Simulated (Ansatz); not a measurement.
Which YAML input does this script hand to the engine? (Ansatz 0.2.0 through its Python package)

`bands_bazro3.py`
```python
# -*- coding: utf-8 -*-
'''Band structure of BaZrO3.'''

import ansatz as az
from ase import Atoms
import numpy as np


def main():
    atoms = Atoms(
        ['Ba', 'Ba', 'Zr', 'Zr', 'O', 'O', 'O', 'O', 'O', 'O'],
        scaled_positions=[
            (0.75, 0.25, 0.5),
            (0.25, 0.75, 0.5),
            (0.0, 0.0, 0.0),
            (0.5, 0.5, 0.0),
            (0.75, 0.75, 0.0),
            (0.25, 0.25, 0.0),
            (0.23937, 0.73937, 0.97873),
            (0.76063, 0.26063, 0.02127),
            (0.73937, 0.76063, 0.5),
            (0.26063, 0.23937, 0.5),
        ],
        cell=[
            (-2.97697, 2.97697, 4.21394),
            (2.97697, -2.97697, 4.21394),
            (2.97697, 2.97697, -4.21394),
        ],
        pbc=True,
    )
    system = az.Crystal.from_ase(atoms)

    # high-symmetry points in fractions of the reciprocal vectors
    path = [
        ('G', (0.0, 0.0, 0.0)),
        ('X', (0.0, 0.0, 0.5)),
        ('P', (0.25, 0.25, 0.25)),
        ('N', (0.0, 0.5, 0.0)),
        ('G', (0.0, 0.0, 0.0)),
        ('M', (0.5, 0.5, -0.5)),
    ]
    model = system.calculation()
    model = model.functional('pbesol')
    model = model.occupations('fixed').kpoints(spacing=0.4)
    model = model.basis(510).band_structure([point for _, point in path], intervals=8)
    model = model.scf(extra_bands=6)
    session = model.session()
    planned = session.plan(threads=1)
    done = planned.execute()
    summary = done.report

    for key in ('converged', 'n_iterations', 'n_electrons', 'n_kpoints', 'n_pw', 'n_symmetry_ops', 'free_energy_ev', 'fermi_energy_ev'):
        print(f'{key:18s} {summary[key]}')

    bands = done.band_structure()
    fermi = bands.fermi_energy_ev
    print(f'zero of the bands: {fermi:.3f} eV, the Fermi level found on the SCF mesh')
    for spin, channel in enumerate(bands.channels):
        print('channel', spin, '- computed levels within 4 eV of the Fermi level')
        for i, (label, _) in enumerate(path):
            levels = channel.eigenvalues_ev[i * 8] - fermi
            print(f'  {label:3s}', ' '.join(f'{e:7.3f}' for e in levels if abs(e) < 4))


if __name__ == '__main__':
    main()
```

```console
$ python bands_bazro3.py
DeckWarning: the atoms were moved onto the symmetric positions of the space group found under crystal.symmetry.tolerance 1.0e-5 (fractional; no operation is sought that the atoms, as they stand in a round, miss by more than twice it, and no atom is moved by as much as it), and the run uses the moved positions. Before a round's move an operation carried an atom to 8.43e-5 Å from where it should land, the largest such distance. Atom 6 (counting from 0) moved farthest, by 4.71e-5 Å; the longest [...]
converged          True
n_iterations       8
n_electrons        80.0
n_kpoints          13
n_pw               3839
n_symmetry_ops     16
free_energy_ev     -23365.990067424405
fermi_energy_ev    9.4678720500871
zero of the bands: 9.468 eV, the Fermi level found on the SCF mesh
channel 0 - computed levels within 4 eV of the Fermi level
  G    -3.668  -3.665  -3.497  -2.487  -2.484  -2.484  -1.447  -1.447  -1.445  -0.983  -0.977  -0.977  -0.202  -0.202  -0.198  -0.020   0.000   0.000   3.144   3.144   3.156
  X    -3.704  -3.682  -3.631  -3.612  -2.347  -2.331  -1.874  -1.874  -1.756  -1.706  -1.705  -1.641  -0.902  -0.885  -0.800  -0.437  -0.436  -0.038   3.499
  P    -3.640  -3.640  -3.126  -3.126  -2.489  -2.489  -2.107  -2.107  -2.031  -2.031  -1.277  -1.277  -1.071  -1.071  -0.677  -0.677  -0.428  -0.428
  N    -2.966  -2.966  -2.456  -2.456  -2.453  -2.453  -2.217  -2.217  -2.193  -2.193  -2.041  -2.041  -0.715  -0.715  -0.632  -0.632  -0.514  -0.514
  G    -3.668  -3.665  -3.497  -2.487  -2.484  -2.484  -1.447  -1.447  -1.445  -0.983  -0.977  -0.977  -0.202  -0.202  -0.198  -0.020   0.000   0.000   3.144   3.144   3.156
  M    -3.707  -3.682  -3.624  -3.610  -2.348  -2.348  -1.868  -1.868  -1.758  -1.709  -1.709  -1.614  -0.896  -0.896  -0.800  -0.433  -0.433  -0.036   3.513
```
(Warnings from the package without file and line, shortened.)

`input.yaml`:
```yaml
crystal:
  lattice:
    - [-2.97697, 2.97697, 4.21394]
    - [2.97697, -2.97697, 4.21394]
    - [2.97697, 2.97697, -4.21394]
  atoms:
    - { symbol: Ba, position: [0.75, 0.25, 0.5] }
    - { symbol: Ba, position: [0.25, 0.75, 0.5] }
    - { symbol: Zr, position: [0.0, 0.0, 0.0] }
    - { symbol: Zr, position: [0.5, 0.5, 0.0] }
    - { symbol: O, position: [0.75, 0.75, 0.0] }
    - { symbol: O, position: [0.25, 0.25, 0.0] }
    - { symbol: O, position: [0.23937, 0.73937, 0.97873] }
    - { symbol: O, position: [0.76063, 0.26063, 0.02127] }
    - { symbol: O, position: [0.73937, 0.76063, 0.5] }
    - { symbol: O, position: [0.26063, 0.23937, 0.5] }
basis:
  ecutwfc: 510.0
kpoints:
  mp_grid: { kspacing: 0.4 }
  band_path:
    path:
      - [0.0, 0.0, 0.0]
      - [0.0, 0.0, 0.5]
      - [0.25, 0.25, 0.25]
      - [0.0, 0.5, 0.0]
      - [0.0, 0.0, 0.0]
      - [0.5, 0.5, -0.5]
    npoints: 8
hamiltonian:
  xc: pbesol
scf:
  n_extra_bands: 6
  occupations: { method: fixed }
```

Launched from the shell:
```console
$ ansatz run input.yaml --threads 1 --pin off --max-ram 3072MiB --backend cpu --events-out ev --progress --plain --runs-dir out
Warning: the atoms were moved onto the symmetric positions of the space group found under crystal.symmetry.tolerance 1.0e-5 (fractional; no operation is sought that the atoms, as they stand in a round, miss by more than twice it, and no atom is moved by as much as it), and the run uses the moved positions. Before a round's move an operation carried an atom to 8.43e-5 Å from where it should land, [...]
scf.n_extra_bands = 6 over 40 filled bands (N_el = 80.0): the run solves 46 bands
Engine: ansatz 0.2.0, x86_64-unknown-linux-gnu
Pseudopotentials: kind: paw
Pseudopotential: Ba, paw, valence charge 10, recommended cutoff 420 eV (normal), Ba.paw.azcp
Pseudopotential: Zr, paw, valence charge 12, recommended cutoff 420 eV (normal), Zr.paw.azcp
Pseudopotential: O, paw, valence charge 6, recommended cutoff 420 eV (normal), O.paw.azcp
Functional definition: PBEsol
  exchange = pbesol_x
  correlation = pbesol_c
Crystal: 10 atoms, lattice volume = 149.382 Å³
Basis set: ecut = 510 eV, 3839 PW (Γ)
Bands: 46, of which v1, the nominal top of the filled ones, is band 40 counted from 1 (39 counted from 0)
Symmetry: 16 space group operations
Space group: I4/mcm (ITA 140), of the structure as read, at distance tolerance 5.3e-5 Å
k-points: 13 of 64
Non-local potential: Ba, projectors of the file, l = 0: 3, l = 1: 2, l = 2: 2, l = 3: 2
Non-local potential: Zr, projectors of the file, l = 0: 3, l = 1: 2, l = 2: 2, l = 3: 2
Non-local potential: O, projectors of the file, l = 0: 2, l = 1: 2, l = 2: 1
PAW form: soft (Blöchl's): semilocal exchange-correlation on the pseudo side does not see the compensation charge
PAW frozen core: Ba, regenerated for the run's functional, and the local potential with it (the file was generated under x = pbe(κ = 0.804, μ = 0.2195149727645171), c = pbe(β = 0.06672455060314922))
PAW frozen core: Zr, regenerated for the run's functional, and the local potential with it (the file was generated under x = pbe(κ = 0.804, μ = 0.2195149727645171), c = pbe(β = 0.06672455060314922))
PAW frozen core: O, regenerated for the run's functional, and the local potential with it (the file was generated under x = pbe(κ = 0.804, μ = 0.2195149727645171), c = pbe(β = 0.06672455060314922))
PAW one-centre angular grid: Ba, 194 points (default); XC on 64 Gauss nodes
PAW one-centre angular grid: Zr, 590 points (default); XC on 64 Gauss nodes
PAW one-centre angular grid: O, 110 points (default); XC on 64 Gauss nodes
Initial density: superposition of atomic densities (neutral atoms: chi_scale 0, normalization atom), corrected by the library's trained network
Initial wavefunctions: pseudopotential atomic-orbital guess
Functional: x = pbesol(κ = 0.804, μ = 0.12345679012345678), c = pbesol(β = 0.046)
SCF iter   1: F=—  HF=-23366.067399 eV  |F-HF|=—  |Δ(HF+E_count)|=         —  Δρ=1.59e-2  dr2=3.31e-1  ethr=1.77e-3  ⟨swp⟩=5.2  Hψ=2307  notcnv=0  defer=34
preconditioner: auto → Resta (q_TF=auto, 2.459 Å⁻¹)  ε∞=4.0  [insulator: Δε(μ)=2.909 eV  Ē_g=15.220 eV  n_scr=26 (ndim 8)  ℏωp=26.5 eV  f_vac=0.000  ε∞_Penn≈4.0]
SCF iter   2: F=—  HF=-23365.995978 eV  |F-HF|=—  |Δ(HF+E_count)|=   7.14e-2  Δρ=5.13e-3  dr2=2.58e-2  ethr=4.14e-4  ⟨swp⟩=2.5  Hψ=1124  notcnv=0  defer=42
SCF iter   3: F=—  HF=-23365.990010 eV  |F-HF|=—  |Δ(HF+E_count)|=   5.97e-3  Δρ=1.25e-3  dr2=1.69e-3  ethr=3.22e-5  ⟨swp⟩=2.7  Hψ=1016  notcnv=0  defer=48
SCF iter   4: F=—  HF=-23365.989923 eV  |F-HF|=—  |Δ(HF+E_count)|=   8.72e-5  Δρ=1.66e-4  dr2=3.48e-5  ethr=2.11e-6  ⟨swp⟩=2.9  Hψ=1146  notcnv=0  defer=49
SCF iter   5: F=—  HF=-23365.990067 eV  |F-HF|=—  |Δ(HF+E_count)|=   1.45e-4  Δρ=3.84e-5  dr2=2.40e-6  ethr=4.35e-8  ⟨swp⟩=2.0  Hψ=1074  notcnv=0  defer=43
SCF iter   6: F=—  HF=-23365.990067 eV  |F-HF|=—  |Δ(HF+E_count)|=   2.31e-8  Δρ=1.67e-5  dr2=3.62e-7  ethr=3.00e-9  ⟨swp⟩=2.0  Hψ=1063  notcnv=0  defer=43
SCF iter   7: F=—  HF=-23365.990068 eV  |F-HF|=—  |Δ(HF+E_count)|=   2.27e-7  Δρ=1.98e-5  dr2=4.87e-7  ethr=1.25e-10  ⟨swp⟩=13.2  Hψ=2741  notcnv=0
SCF iter   8: F=-23365.990067 eV  HF=-23365.990067 eV  |F-HF|=3.25e-9  |Δ(HF+E_count)|=   8.83e-8  Δρ=1.61e-6  dr2=2.87e-9  ethr=1.25e-10  ⟨swp⟩=1.0  Hψ=1612  notcnv=0
SCF 1 converged in 8 iterations: F = -23365.990067 eV  dr2 = 2.87e-9
  greatest PAW one-centre occupation: 0.996 electrons in one spin orbital (limit 2), on the Zr atom at site 2 (counted from 0), in its partial waves of l = 0
NSCF: frozen V_eff on 41 k-points
SCF converged after 8 iterations
Free energy (F): -23365.990067 eV
Harris-Foulkes:  -23365.990067 eV  (|F-HF|=3.25e-9)
Internal energy: -23365.990067 eV  (E = F + TS)
E sigma→0 (E₀):  -23365.990067 eV
Fermi energy:    9.467872 eV
--- Per-component energies (eV) ---
  E_band       = -207.790053
  E_kinetic    = 2056.123172
  E_local      = -3903.434276  (includes V_loc(G=0)·N_el)
  E_nonlocal   = 560.396474
  E_hartree    = 1373.559814
  E_xc         = -1098.639383
  E_vxc        = -1221.786754  (∫ρ·V_xc dr)
  E_paw        = -16991.383173  (= ΣΔE_a)
  E_vpaw       = -446.213883  (= ΣTr[D̂ρ^β])
  E_aug_tail   = 0.005526  (compensation charges beyond the density's cutoff)
  E_ewald      = -5363.464255
  E_core_change = 0.846035  (= ΣΔE_core)
  E_smearing   = -0.000000  (= −TS)
  E_closure    = 0.000000  (closes the sum)
  Σ components = -23365.990067   (vs F -23365.990067, Δ=0.00e0)
--- Band table (eV; the first three rows and the last of 13) ---
  k-point 0: bands = ["-37.4617", "-37.4531", "-15.8670", "-15.8669", "-15.8669", "-15.6508", "-15.6501", "-15.6493", "-15.6493", "-15.5248", "-6.7474", "-6.4591", "-6.4531", "-5.5584", "-5.5584", "-5.5574", "-1.2812", "-1.2812", "-1.2628", "-0.7917", "-0.7868", "-0.7868", "5.8002", "5.8024", "5.9705", "6.9810", "6.9835", "6.9835", "8.0206", "8.0206", "8.0224", "8.4849", "8.4913", "8.4913", "9.2657", "9.2657", "9.2694", "9.4483", "9.4679", "9.4679", "12.6122", "12.6122", "12.6236", "14.1066", "14.1714", "15.1583"]
  k-point 1: bands = ["-37.4602", "-37.4545", "-15.8755", "-15.8716", "-15.8652", "-15.7547", "-15.6467", "-15.6459", "-15.5424", "-15.5189", "-6.7961", "-6.4427", "-6.0925", "-6.0553", "-5.6145", "-5.6140", "-1.0804", "-1.0631", "-0.9653", "-0.7571", "-0.7524", "-0.6922", "5.7938", "5.8687", "6.3916", "7.0113", "7.0542", "7.0748", "7.1494", "7.8373", "7.8390", "8.0501", "8.0564", "8.1324", "8.2209", "8.9928", "9.0011", "9.1148", "9.1173", "9.4504", "12.7758", "13.7839", "13.7932", "14.9633", "15.0206", "15.3751"]
  k-point 2: bands = ["-37.4588", "-37.4559", "-15.9984", "-15.8762", "-15.8762", "-15.6433", "-15.6425", "-15.6364", "-15.5599", "-15.4717", "-6.9076", "-6.5822", "-6.4306", "-5.6740", "-5.6676", "-5.5365", "-0.8739", "-0.8577", "-0.7219", "-0.7173", "-0.6028", "-0.5990", "5.7638", "5.7859", "5.8370", "5.8554", "7.1208", "7.1364", "7.5934", "7.5937", "7.7114", "7.7615", "7.7625", "7.8265", "8.5661", "8.5825", "8.6683", "9.0309", "9.0314", "9.4296", "12.9669", "15.0457", "15.0458", "15.0471", "15.0635", "15.8900"]
  k-point 12: bands = ["-37.4588", "-37.4559", "-15.9979", "-15.8761", "-15.8761", "-15.6425", "-15.6425", "-15.6372", "-15.5601", "-15.4722", "-6.9109", "-6.5817", "-6.4298", "-5.6669", "-5.6669", "-5.5383", "-0.8733", "-0.8733", "-0.7232", "-0.7232", "-0.6017", "-0.5887", "5.7605", "5.7857", "5.8441", "5.8578", "7.1203", "7.1203", "7.6002", "7.6002", "7.7099", "7.7588", "7.7588", "7.8543", "8.5718", "8.5718", "8.6679", "9.0352", "9.0352", "9.4316", "12.9808", "14.9747", "14.9747", "15.1540", "15.1540", "15.8372"]
```

Notes:
- Absolute energies stand on the zero of these potentials, so only differences at equal settings mean something. A total without «per atom» is that of the cell as typed.
- Spin is left out of this run.
- The computed bands are complete only to about 5.2 eV above the Fermi level.
- Under fixed occupations the level called the Fermi level is the highest filled one on the SCF mesh; off the mesh a filled band can lie a little above it.
- The zero of the levels is a convention of the potentials, so an absolute Fermi energy is no work function.
- The structure comes from a database of computed cells and needn't be a stable or known phase.
- Gaps and levels are Kohn-Sham values on a finite set of k-points, without spin-orbit coupling.
- Wall time of the script: 4.9 s on 1 thread of AMD EPYC 9R45 96-Core Processor (Zen 5) (shared host), peak memory 0.58 GiB.

(A comment or docstring line of the script was reworded after the run, the code is as it ran; lines on the test bed's own set-up are left out of the output.)
